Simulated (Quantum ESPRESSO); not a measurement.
Wanted: the native input for a Quantum ESPRESSO 7.5 run.

```
Task                : single point
Functional          : PBE
Potentials or basis : SSSP 1.3 efficiency PBE
Cutoff              : 952 eV
Density cutoff      : 7619 eV
k mesh              : 10 × 10 × 10
Occupations         : fermi-dirac, width 0.05 eV
Spin                : no spin polarisation
Mixing beta         : 0.5
Most SCF iterations : 120
SCF threshold       : 4e-10 Ry
```

The system is GaN.

```
Ga N
1.0
     0.00000    2.25350    2.25350
     2.25350    0.00000    2.25350
     2.25350    2.25350    0.00000
Ga N
1 1
Direct
  0.00000 0.00000 0.00000
  0.25000 0.25000 0.25000
```

The cell is a database's computed one.

The input as run:

pw.in

```
&CONTROL
  calculation = 'scf'
  prefix = 'pwscf'
  outdir = './tmp'
  pseudo_dir = './pseudo'
  tprnfor = .true.
  tstress = .true.
  disk_io = 'low'
/
&SYSTEM
  ibrav = 0
  nat = 2
  ntyp = 2
  ecutwfc = 70
  ecutrho = 560
  nbnd = 15
  occupations = 'smearing'
  smearing = 'fd'
  degauss = 0.00367493
/
&ELECTRONS
  conv_thr = 4d-10
  electron_maxstep = 120
  mixing_beta = 0.5
/
ATOMIC_SPECIES
Ga    69.7230 Ga.pbe-dn-kjpaw_psl.1.0.0.UPF
N     14.0070 N.pbe-n-radius_5.UPF
CELL_PARAMETERS angstrom
   0.0000000000    2.2535006075    2.2535006075
   2.2535006075    0.0000000000    2.2535006075
   2.2535006075    2.2535006075    0.0000000000
ATOMIC_POSITIONS crystal
Ga     0.0000000000    0.0000000000    0.0000000000
N      0.2500000000    0.2500000000    0.2500000000
K_POINTS automatic
10 10 10 0 0 0
```

pp_density.in

```
&INPUTPP
  prefix = 'pwscf'
  outdir = './tmp'
  filplot = 'density.dat'
  plot_num = 0
/
&PLOT
  nfile = 1
  filepp(1) = 'density.dat'
  iflag = 3
  output_format = 6
  fileout = 'density.cube'
/
```

pp_potential.in

```
&INPUTPP
  prefix = 'pwscf'
  outdir = './tmp'
  filplot = 'potential.dat'
  plot_num = 11
/
&PLOT
  nfile = 1
  filepp(1) = 'potential.dat'
  iflag = 3
  output_format = 6
  fileout = 'potential.cube'
/
```

Potentials or basis: SSSP 1.3 efficiency PBE.

The run is started by

```sh
$ OMP_NUM_THREADS=1 pw.x -in pw.in > pw.out
$ OMP_NUM_THREADS=1 pp.x -in pp_density.in > pp_density.out
$ OMP_NUM_THREADS=1 pp.x -in pp_potential.in > pp_potential.out
```

It gave:

```json
{
  "Pressure": "4.5 GPa",
  "Band gap on the k mesh": "1.75 eV, direct"
}
```

Wall time 67 s on 1 thread of Arm Neoverse V2, with other jobs on the host, peak memory 0.18 GiB.
